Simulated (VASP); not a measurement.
Set up this calculation in VASP 6.6.1, as the native input.

```yaml
Task: relaxation of cell and atoms
Functional: PBEsol
Potentials_or_basis: VASP PAW PBE potentials, release 64 (Pt)
Cutoff: 600 eV
k_mesh: 10 × 10 × 10
Occupations: fermi-dirac, width 0.05 eV
Spin: no spin polarisation
Ladder: gaps
Further_INCAR_settings: ALGO = Fast; EDIFF = 1e-07; IBRION = 2; EDIFFG = -0.005; NSW = 60; ISIF = 3
```

The structure of Pt lies in POSCAR:

```
Pt
1.0
    0.0000000000      1.9609000000      1.9609000000
    1.9609000000      0.0000000000      1.9609000000
    1.9609000000      1.9609000000      0.0000000000
Pt
1
Direct
    0.0000000000      0.0000000000      0.0000000000
```

The input as run:

INCAR

```
ALGO     = Fast           # electronic algorithm
EDIFF    = 1E-7           # SCF threshold, eV
EDIFFG   = -0.005         # ionic threshold
ENCUT    = 600            # plane-wave cutoff, eV
GGA      = PS             # functional
IBRION   = 2              # ionic algorithm
ISIF     = 3              # what is computed and relaxed
ISMEAR   = -1             # smearing method
LASPH    = True           # aspherical terms in the spheres
LCHARG   = False          # write CHGCAR
LREAL    = False          # projectors in reciprocal space
LWAVE    = False          # write WAVECAR
NELM     = 60             # most SCF steps
NSW      = 60             # ionic steps
PREC     = Accurate       # precision mode
SIGMA    = 0.05           # smearing width, eV
```

KPOINTS

```
k-points
0
Gamma
  10 10 10
```

Potentials or basis: VASP PAW PBE potentials, release 64 (Pt).

The run is started by

```bash
$ cat potpaw_PBE.64/Pt/POTCAR > POTCAR
$ mpirun -np 1 vasp_std > vasp.out
```

It gave:

The relaxed volume is 15.03 Å³/atom. The relaxed cell is a = 2.770 Å, b = 2.770 Å, c = 2.770 Å, α = 60.00°, β = 60.00°, γ = 60.00°. The space group after relaxing (to 0.05 Å) is Fm-3m (No. 225), the energy gained by relaxing is 0.1 meV/atom and the ionic steps are 3. The pressure after relaxing is 0.0 GPa and the band gap on the k mesh is none (metal or under the smearing width).

Caveat: the PAW data sets were made with another functional, which shifts forces and pressure a little.

Run time: 21 s on 1 thread of AMD EPYC 7R13 Processor (Zen 3) (shared host), peak memory 0.12 GiB.
